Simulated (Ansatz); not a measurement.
A crystal in the fcc structure was computed with PBE in Ansatz (plane waves, PAW datasets (generated soft set 1); cutoff 420 eV), no spin polarisation, no spin–orbit coupling, Fermi–Dirac smearing of 0.061 eV, k-spacing 0.06 Å⁻¹. It has a₀ = 3.876 Å and B₀ = 92 GPa.

Which is it?
A. Au
B. Se
C. Te
D. P
E. Os

D. The five: P 3.876 Å, 92 GPa; Os 3.856 Å, 390 GPa; Au 4.158 Å, 140 GPa; Te 4.836 Å, 54 GPa; Se 4.335 Å, 69 GPa.

Model structures, not the usual forms at ambient conditions (metastable or hypothetical): P, Os, Te, Se.
